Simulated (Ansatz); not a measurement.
# N in Ru(0001), 2x2: scattering by a point defect, part 2 of 3

Wanted: the reflection from a plane of defects, N in Ru(0001), 2x2, and the resistivity it implies.

Ansatz 0.2.0; Ansatz plane-wave DFT, PBE, PAW files; ballistic transport by layer matching (Landauer), zero bias; PAW set soft_1 (the session's first sound run).

So far, resistivity per at.% scaled from this dense plane, with the factor 3/4 for isotropic scattering (µΩ cm): step 3 (resistance at ideal sites) 3.03.

**4. Relaxing the neighbours**

The neighbours of the defect are let go while the lead's layers stay on their sites, since a lead must repeat to 0.01 Å.

This step: Ansatz plane-wave DFT, PBE, PAW files; relaxation with the lead's layers held; PAW set soft_1 (Ansatz 0.2.0).

input.yaml

```yaml
crystal:
  lattice:
    - [5.4116, 0.0, 0.0]
    - [-2.7058, 4.6865830751, 0.0]
    - [0.0, 0.0, 34.2552]
  atoms:
    - { symbol: Ru, position: [0.1666666667, 0.3333333333, 0.03125] }
    - { symbol: Ru, position: [0.1666666667, 0.8333333333, 0.03125] }
    - { symbol: Ru, position: [0.6666666667, 0.3333333333, 0.03125] }
    - { symbol: Ru, position: [0.6666666667, 0.8333333333, 0.03125] }
    - { symbol: Ru, position: [0.3333333333, 0.1666666667, 0.09375] }
    - { symbol: Ru, position: [0.3333333333, 0.6666666667, 0.09375] }
    - { symbol: Ru, position: [0.8333333333, 0.1666666667, 0.09375] }
    - { symbol: Ru, position: [0.8333333333, 0.6666666667, 0.09375] }
    - { symbol: Ru, position: [0.1666666667, 0.3333333333, 0.15625] }
    - { symbol: Ru, position: [0.1666666667, 0.8333333333, 0.15625] }
    - { symbol: Ru, position: [0.6666666667, 0.3333333333, 0.15625] }
    - { symbol: Ru, position: [0.6666666667, 0.8333333333, 0.15625] }
    - { symbol: Ru, position: [0.3333333333, 0.1666666667, 0.21875] }
    - { symbol: Ru, position: [0.3333333333, 0.6666666667, 0.21875] }
    - { symbol: Ru, position: [0.8333333333, 0.1666666667, 0.21875] }
    - { symbol: Ru, position: [0.8333333333, 0.6666666667, 0.21875] }
    - { symbol: Ru, position: [0.1666666667, 0.3333333333, 0.28125] }
    - { symbol: Ru, position: [0.1666666667, 0.8333333333, 0.28125] }
    - { symbol: Ru, position: [0.6666666667, 0.3333333333, 0.28125] }
    - { symbol: Ru, position: [0.6666666667, 0.8333333333, 0.28125] }
    - { symbol: Ru, position: [0.3333333333, 0.1666666667, 0.34375] }
    - { symbol: Ru, position: [0.3333333333, 0.6666666667, 0.34375] }
    - { symbol: Ru, position: [0.8333333333, 0.1666666667, 0.34375] }
    - { symbol: Ru, position: [0.8333333333, 0.6666666667, 0.34375] }
    - { symbol: Ru, position: [0.1666666667, 0.3333333333, 0.40625] }
    - { symbol: Ru, position: [0.1666666667, 0.8333333333, 0.40625] }
    - { symbol: Ru, position: [0.6666666667, 0.3333333333, 0.40625] }
    - { symbol: Ru, position: [0.6666666667, 0.8333333333, 0.40625] }
    - { symbol: Ru, position: [0.3333333333, 0.1666666667, 0.46875] }
    - { symbol: Ru, position: [0.3333333333, 0.6666666667, 0.46875] }
    - { symbol: Ru, position: [0.8333333333, 0.1666666667, 0.46875] }
    - { symbol: Ru, position: [0.8333333333, 0.6666666667, 0.46875] }
    - { symbol: Ru, position: [0.1666666667, 0.3333333333, 0.53125] }
    - { symbol: Ru, position: [0.1666666667, 0.8333333333, 0.53125] }
    - { symbol: Ru, position: [0.6666666667, 0.3333333333, 0.53125] }
    - { symbol: Ru, position: [0.6666666667, 0.8333333333, 0.53125] }
    - { symbol: Ru, position: [0.3333333333, 0.1666666667, 0.59375] }
    - { symbol: Ru, position: [0.3333333333, 0.6666666667, 0.59375] }
    - { symbol: Ru, position: [0.8333333333, 0.1666666667, 0.59375] }
    - { symbol: Ru, position: [0.8333333333, 0.6666666667, 0.59375] }
    - { symbol: Ru, position: [0.1666666667, 0.3333333333, 0.65625] }
    - { symbol: Ru, position: [0.1666666667, 0.8333333333, 0.65625] }
    - { symbol: Ru, position: [0.6666666667, 0.3333333333, 0.65625] }
    - { symbol: Ru, position: [0.6666666667, 0.8333333333, 0.65625] }
    - { symbol: "N", position: [0.0, 0.0, 0.5625] }
    - { symbol: Ru, position: [0.3333333333, 0.1666666667, 0.71875] }
    - { symbol: Ru, position: [0.3333333333, 0.6666666667, 0.71875] }
    - { symbol: Ru, position: [0.8333333333, 0.1666666667, 0.71875] }
    - { symbol: Ru, position: [0.8333333333, 0.6666666667, 0.71875] }
    - { symbol: Ru, position: [0.1666666667, 0.3333333333, 0.78125] }
    - { symbol: Ru, position: [0.1666666667, 0.8333333333, 0.78125] }
    - { symbol: Ru, position: [0.6666666667, 0.3333333333, 0.78125] }
    - { symbol: Ru, position: [0.6666666667, 0.8333333333, 0.78125] }
    - { symbol: Ru, position: [0.3333333333, 0.1666666667, 0.84375] }
    - { symbol: Ru, position: [0.3333333333, 0.6666666667, 0.84375] }
    - { symbol: Ru, position: [0.8333333333, 0.1666666667, 0.84375] }
    - { symbol: Ru, position: [0.8333333333, 0.6666666667, 0.84375] }
    - { symbol: Ru, position: [0.1666666667, 0.3333333333, 0.90625] }
    - { symbol: Ru, position: [0.1666666667, 0.8333333333, 0.90625] }
    - { symbol: Ru, position: [0.6666666667, 0.3333333333, 0.90625] }
    - { symbol: Ru, position: [0.6666666667, 0.8333333333, 0.90625] }
    - { symbol: Ru, position: [0.3333333333, 0.1666666667, 0.96875] }
    - { symbol: Ru, position: [0.3333333333, 0.6666666667, 0.96875] }
    - { symbol: Ru, position: [0.8333333333, 0.1666666667, 0.96875] }
    - { symbol: Ru, position: [0.8333333333, 0.6666666667, 0.96875] }
kpoints:
  mp_grid: { grid: [5, 5, 1] }
hamiltonian:
  xc: pbe
  pseudopotentials: { kind: paw, azcp: { folder: soft_1 } }
scf:
  occupations: { method: fermi_dirac, width: 0.1 }
relax:
  f_tol: 0.03
  max_steps: 40
  constraints:
    - { sites: [0, 1, 2, 3, 4, 5, 6, 7, 8, 9, 10, 11, 12, 13, 14, 15, 16, 17, 18, 19, 45, 46, 47, 48, 49, 50, 51, 52, 53, 54, 55, 56, 57, 58, 59, 60, 61, 62, 63, 64] }
```

Command:

```
$ ansatz run input.yaml --threads 4 --pin off --max-ram 15360MiB --backend cpu --events-out ev --progress --plain --runs-dir out
```

Numbers of over 12 decimals in the logs are rounded to 6 here.

Log:

```text
Warning: crystal.symmetry: narrowed to the stabiliser of the relax constraints — unitary ops 12 → 6; lowered at sites 20, 21, 22, 23, 24, 25, 26, 27, 45, 46, 47, 48, 49, 50, 51, 52 (the operations that carried what is held of a site onto what its image site leaves free; the constrained walk keeps no symmetry that its constraints do not admit)
[...]
Crystal: 65 atoms, lattice volume = 868.777 Å³
Basis set: ecut = 420 eV, 16909 PW (Γ), exchange–correlation on 80×80×480 points (8 copies of the dense FFT grid, shifted against one another)
Bands: 618, of which v1, the nominal top of the filled ones, is band 515 counted from 1 (514 counted from 0)
Symmetry: 6 space group operations
k-points: 5 of 25 (time reversal used)
[...]
SCF iter   1: F=—  HF=-376659.736159 eV  |F-HF|=—  |Δ(HF+E_count)|=         —  Δρ=1.23e-1  dr2=1.55e2  ethr=3.10e-3  ⟨swp⟩=5.0  Hψ=9899  notcnv=0  defer=1
[...]
SCF iter   7: F=-376619.517131 eV  HF=-376619.517141 eV  |F-HF|=1.01e-5  |Δ(HF+E_count)|=   1.09e-5  Δρ=3.42e-5  dr2=1.58e-5  ethr=2.19e-9  ⟨swp⟩=3.0  Hψ=9221  notcnv=0
SCF 1 converged in 7 iterations: F = -376619.517131 eV  dr2 = 1.58e-5
[...]
relax step   1: F+E_penalty+E_count = -376619.51713075 eV  Δ(F+E_penalty+E_count) = +0.000e0 eV  max|allowed force component| = 3.455e0 eV/Å  Δτ_max = 0.0000 Å  (7 SCF iters, dr2 threshold 2.25e-5 eV, accepted)
[...]
iter 1 solved again at ethr=1.27e-3 eV; its pass at ethr=3.10e-3 eV (dr2=1.31e1 eV) is discarded
[...]
SCF iter   6: F=-376620.910328 eV  HF=-376620.910331 eV  |F-HF|=2.84e-6  |Δ(HF+E_count)|=   1.58e-5  Δρ=1.87e-5  dr2=4.28e-6  ethr=9.72e-9  ⟨swp⟩=2.6  Hψ=8723  notcnv=0
SCF 2 converged in 6 iterations: F = -376620.910328 eV  dr2 = 4.28e-6
relax step   2: F+E_penalty+E_count = -376620.91032823 eV  Δ(F+E_penalty+E_count) = -1.393e0 eV  max|allowed force component| = 9.273e-1 eV/Å  Δτ_max = 0.1649 Å  (6 SCF iters, dr2 threshold 1.00e-4 eV, accepted)
SCF iter   1: F=—  HF=-376621.122387 eV  |F-HF|=—  |Δ(HF+E_count)|=         —  Δρ=4.34e-3  dr2=6.41e-1  ethr=1.82e-3  ⟨swp⟩=4.0  Hψ=5903  notcnv=0  defer=41
[...]
SCF iter   6: F=-376621.094321 eV  HF=-376621.094336 eV  |F-HF|=1.44e-5  |Δ(HF+E_count)|=   1.89e-6  Δρ=1.01e-5  dr2=1.48e-5  ethr=5.22e-9  ⟨swp⟩=3.0  Hψ=6936  notcnv=0
SCF 3 converged in 6 iterations: F = -376621.094321 eV  dr2 = 1.48e-5
[...]
relax step   3: F+E_penalty+E_count = -376621.09432131 eV  Δ(F+E_penalty+E_count) = -1.840e-1 eV  max|allowed force component| = 2.756e-1 eV/Å  Δτ_max = 0.0584 Å  (6 SCF iters, dr2 threshold 5.37e-5 eV, accepted)
[...]
relax step   4: F+E_penalty+E_count = -376621.10213939 eV  Δ(F+E_penalty+E_count) = -7.818e-3 eV  max|allowed force component| = 3.343e-2 eV/Å  Δτ_max = 0.0146 Å  (6 SCF iters, dr2 threshold 5.47e-6 eV, accepted)
SCF iter   1: F=—  HF=-376621.100449 eV  |F-HF|=—  |Δ(HF+E_count)|=         —  Δρ=1.05e-4  dr2=7.93e-4  ethr=3.06e-7  ⟨swp⟩=2.6  Hψ=5024  notcnv=0  defer=41
[...]
SCF iter   6: F=-376621.102317 eV  HF=-376621.102317 eV  |F-HF|=2.68e-9  |Δ(HF+E_count)|=   1.28e-9  Δρ=2.20e-7  dr2=2.92e-9  ethr=9.72e-12  ⟨swp⟩=3.0  Hψ=6138  notcnv=0
SCF 5 converged in 6 iterations: F = -376621.102317 eV  dr2 = 2.92e-9
relax step   5: F+E_penalty+E_count = -376621.10231704 eV  Δ(F+E_penalty+E_count) = -1.776e-4 eV  max|allowed force component| = 7.323e-3 eV/Å  Δτ_max = 0.0023 Å  (6 SCF iters, accepted)
SCF converged after 6 iterations
Free energy (F): -376621.102317 eV
[...]
Internal energy: -376619.016856 eV  (E = F + TS)
E sigma→0 (E₀):  -376620.059587 eV
Entropy (-TS):   -2.085461 eV (-32.084 meV/atom)
Fermi energy:    23.510417 eV
[...]
--- Forces (eV/Å), atoms counted from 1 ---
  atom   1  Ru     0.00000000     0.00793732    -0.00033328
  atom   2  Ru     0.00687392    -0.00396866    -0.00033328
  atom   3  Ru     0.00000000     0.00000000     0.00057693
  atom   4  Ru    -0.00687392    -0.00396866    -0.00033328
  atom   5  Ru     0.00626114     0.00361487     0.00833430
  atom   6  Ru     0.00000000    -0.00000000     0.00602731
  atom   7  Ru    -0.00626114     0.00361487     0.00833430
  atom   8  Ru     0.00000000    -0.00722974     0.00833430
  atom   9  Ru     0.00000000    -0.00289420     0.00295979
  atom  10  Ru    -0.00250645     0.00144710     0.00295979
  atom  11  Ru     0.00000000     0.00000000    -0.00322308
  atom  12  Ru     0.00250645     0.00144710     0.00295979
  atom  13  Ru     0.00235075     0.00135721    -0.04206290
  atom  14  Ru    -0.00000000    -0.00000000    -0.04807276
  atom  15  Ru    -0.00235075     0.00135721    -0.04206290
  atom  16  Ru    -0.00000000    -0.00271442    -0.04206290
  atom  17  Ru    -0.00000000     0.00220734    -0.26764930
  atom  18  Ru     0.00191161    -0.00110367    -0.26764930
  atom  19  Ru    -0.00000000     0.00000000    -0.28441710
  atom  20  Ru    -0.00191161    -0.00110367    -0.26764930
  atom  21  Ru     0.00120615     0.00069637    -0.00070698
  atom  22  Ru     0.00000000    -0.00000000     0.00589518
  atom  23  Ru    -0.00120615     0.00069637    -0.00070698
  atom  24  Ru    -0.00000000    -0.00139274    -0.00070698
  atom  25  Ru     0.00000000    -0.00013448    -0.00106348
  atom  26  Ru    -0.00011647     0.00006724    -0.00106348
  atom  27  Ru     0.00000000     0.00000000     0.00732277
  atom  28  Ru     0.00011647     0.00006724    -0.00106348
  atom  29  Ru    -0.00172296    -0.00099475    -0.00319712
  atom  30  Ru     0.00000000    -0.00000000     0.00343176
  atom  31  Ru     0.00172296    -0.00099475    -0.00319712
  atom  32  Ru    -0.00000000     0.00198950    -0.00319712
  atom  33  Ru    -0.00000000     0.00012373     0.00274158
  atom  34  Ru     0.00010716    -0.00006187     0.00274158
  atom  35  Ru     0.00000000     0.00000000     0.00121470
  atom  36  Ru    -0.00010716    -0.00006187     0.00274158
  atom  37  Ru     0.00004222     0.00002437    -0.00583943
  atom  38  Ru     0.00000000    -0.00000000    -0.00066731
  atom  39  Ru    -0.00004222     0.00002437    -0.00583943
  atom  40  Ru     0.00000000    -0.00004875    -0.00583943
[...]
atom  54  Ru     0.00560159     0.00323408     0.02447908
  atom  55  Ru     0.00000000    -0.00000000     0.03750078
  atom  56  Ru    -0.00560159     0.00323408     0.02447908
  atom  57  Ru     0.00000000    -0.00646816     0.02447908
  atom  58  Ru     0.00000000     0.00246727    -0.01094851
  atom  59  Ru     0.00213672    -0.00123363    -0.01094851
  atom  60  Ru     0.00000000     0.00000000    -0.00766382
  atom  61  Ru    -0.00213672    -0.00123363    -0.01094851
  atom  62  Ru    -0.00275768    -0.00159215    -0.01145619
  atom  63  Ru     0.00000000    -0.00000000    -0.00831803
  atom  64  Ru     0.00275768    -0.00159215    -0.01145619
  atom  65  Ru     0.00000000     0.00318430    -0.01145619
  max |Σ_I F_I| component: 4.04e-5 eV/Å
--- Relaxed structure (5 steps of the walk, 5 accepted, 0 SCFs on fresh bases) ---
  F+E_penalty+E_count = -376621.10231704 eV   max|allowed force component| = 7.323e-3 eV/Å
  atoms:
    - { symbol: Ru, position: [0.166667, 0.333333, 0.03125] }
    - { symbol: Ru, position: [0.166667, 0.833333, 0.03125] }
    - { symbol: Ru, position: [0.666667, 0.333333, 0.03125] }
    - { symbol: Ru, position: [0.666667, 0.833333, 0.03125] }
    - { symbol: Ru, position: [0.333333, 0.166667, 0.093750] }
    - { symbol: Ru, position: [0.333333, 0.666667, 0.093750] }
    - { symbol: Ru, position: [0.833333, 0.166667, 0.093750] }
    - { symbol: Ru, position: [0.833333, 0.666667, 0.093750] }
    - { symbol: Ru, position: [0.166667, 0.333333, 0.15625] }
    - { symbol: Ru, position: [0.166667, 0.833333, 0.15625] }
    - { symbol: Ru, position: [0.666667, 0.333333, 0.15625] }
    - { symbol: Ru, position: [0.666667, 0.833333, 0.15625] }
    - { symbol: Ru, position: [0.333333, 0.166667, 0.218750] }
    - { symbol: Ru, position: [0.333333, 0.666667, 0.218750] }
    - { symbol: Ru, position: [0.833333, 0.166667, 0.218750] }
    - { symbol: Ru, position: [0.833333, 0.666667, 0.218750] }
    - { symbol: Ru, position: [0.166667, 0.333333, 0.28125] }
    - { symbol: Ru, position: [0.166667, 0.833333, 0.28125] }
    - { symbol: Ru, position: [0.666667, 0.333333, 0.28125] }
    - { symbol: Ru, position: [0.666667, 0.833333, 0.28125] }
    - { symbol: Ru, position: [0.333433, 0.166717, 0.342931] }
    - { symbol: Ru, position: [0.333333, 0.666667, 0.342893] }
    - { symbol: Ru, position: [0.833283, 0.166717, 0.342931] }
    - { symbol: Ru, position: [0.833283, 0.666567, 0.342931] }
    - { symbol: Ru, position: [0.166317, 0.332633, 0.404825] }
    - { symbol: Ru, position: [0.166317, 0.833683, 0.404825] }
    - { symbol: Ru, position: [0.666667, 0.333333, 0.404789] }
    - { symbol: Ru, position: [0.667367, 0.833683, 0.404825] }
    - { symbol: Ru, position: [0.334452, 0.167226, 0.466569] }
    - { symbol: Ru, position: [0.333333, 0.666667, 0.465659] }
    - { symbol: Ru, position: [0.832774, 0.167226, 0.466569] }
    - { symbol: Ru, position: [0.832774, 0.665548, 0.466569] }
    - { symbol: Ru, position: [0.177521, 0.355042, 0.528636] }
    - { symbol: Ru, position: [0.177521, 0.822479, 0.528636] }
    - { symbol: Ru, position: [0.666667, 0.333333, 0.528727] }
    - { symbol: Ru, position: [0.644958, 0.822479, 0.528636] }
    - { symbol: Ru, position: [0.355054, 0.177527, 0.595040] }
    - { symbol: Ru, position: [0.333333, 0.666667, 0.594952] }
    - { symbol: Ru, position: [0.822473, 0.177527, 0.595040] }
    - { symbol: Ru, position: [0.822473, 0.644946, 0.595040] }
[...]
- { symbol: N, position: [-5.316506457787265e-19, 0, 0.561845] }
[...]
- { symbol: Ru, position: [0.333333, 0.166667, 0.84375] }
    - { symbol: Ru, position: [0.333333, 0.666667, 0.84375] }
    - { symbol: Ru, position: [0.833333, 0.166667, 0.84375] }
    - { symbol: Ru, position: [0.833333, 0.666667, 0.84375] }
    - { symbol: Ru, position: [0.166667, 0.333333, 0.906250] }
    - { symbol: Ru, position: [0.166667, 0.833333, 0.906250] }
    - { symbol: Ru, position: [0.666667, 0.333333, 0.906250] }
    - { symbol: Ru, position: [0.666667, 0.833333, 0.906250] }
    - { symbol: Ru, position: [0.333333, 0.166667, 0.96875] }
    - { symbol: Ru, position: [0.333333, 0.666667, 0.96875] }
    - { symbol: Ru, position: [0.833333, 0.166667, 0.96875] }
    - { symbol: Ru, position: [0.833333, 0.666667, 0.96875] }
```

It took 11 min on 4 threads of Arm Neoverse V1, shared host; peak memory 8 GiB.

Relaxation path:

| step | energy less that of the first step (eV) | largest force component (eV/Å) |
| --- | --- | --- |
| 1 | 0.0000 | 3.4548 |
| 2 | -1.3932 | 0.9273 |
| 3 | -1.5772 | 0.2756 |
| 4 | -1.5850 | 0.0334 |
| 5 | -1.5852 | 0.0073 |

The atoms that moved most (Å):

| atom | dx | dy | dz | length |
| --- | --- | --- | --- | --- |
| Ru33 | 0.000 | 0.102 | -0.090 | 0.136 |
| Ru34 | 0.088 | -0.051 | -0.090 | 0.136 |
| Ru36 | -0.088 | -0.051 | -0.090 | 0.136 |
| Ru37 | 0.088 | 0.051 | 0.044 | 0.111 |
| Ru40 | 0.000 | -0.102 | 0.044 | 0.111 |
| Ru39 | -0.088 | 0.051 | 0.044 | 0.111 |
| Ru30 | 0.000 | 0.000 | -0.106 | 0.106 |
| Ru35 | 0.000 | 0.000 | -0.086 | 0.086 |

Numbers from this step:

* free energy: -376621.1023 eV
* energy at zero smearing: -376620.0596 eV

The largest force component on a free atom ends at 0.0073 eV/Å, under the tolerance of 0.03, after 5 steps.

(Continued in part 3 of 3.)

[Logs are printed without paths, hosts, clocks, repeated set-up lines and the standing remarks that a program may print on its own settings, such as how far it seeks lower states.]

[Hosts, paths, dates, database ids (printed as entryN), source tags and the programs' standing remarks are cut or masked in the printed files.]
